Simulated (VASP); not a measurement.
Runs of VASP 6.6.1 on KI. Symmetry: Fm-3m, No. 225, cubic system. The conventional cell has a = 7.066 Å, b = 7.066 Å, c = 7.066 Å, α = 90.00°, β = 90.00°, γ = 90.00°. K (site symmetry m-3m) has 6 I at 3.53 Å as nearest neighbours. I (site symmetry m-3m) has 6 K at 3.53 Å as nearest neighbours. 

```tsv
level	potentials or basis	k mesh	cutoff (eV)	gap on the mesh (eV)	pressure (GPa)
PBEsol	VASP PAW PBE potentials, release 64 (K_sv, I)	6 × 6 × 6	700	3.81	-0.2
r2SCAN	VASP PAW PBE potentials, release 64 (K_sv, I)	6 × 6 × 6	520	(a)	0.1
PBEsol	VASP PAW PBE potentials, release 64 (K_sv, I)	8 × 8 × 8	520	3.81	-0.3
PBEsol	VASP PAW PBE potentials, release 64 (K_sv, I)	6 × 6 × 6	600	3.81	-0.2
PBEsol	VASP PAW PBE potentials, release 64 (K_pv, I)	6 × 6 × 6	500	3.81	-0.1
PBE	VASP PAW PBE potentials, release 64 (K_sv, I)	6 × 6 × 6	520	(b)	0.6
```

Alike in all rows: task electric field gradients; no spin polarisation; cell as given; smearing fermi-dirac 0.02 eV.

Estimate the missing entries.

(a) 4.61; (b) 3.96.

Caveats: spin-orbit coupling is left out, which moves the levels of the heavy elements; the PAW data sets were made with another functional, which shifts forces and pressure a little (some runs).

A k mesh can miss the band edges, and the runs leave out spin-orbit coupling on I.

Not every run made on this cell is shown here.
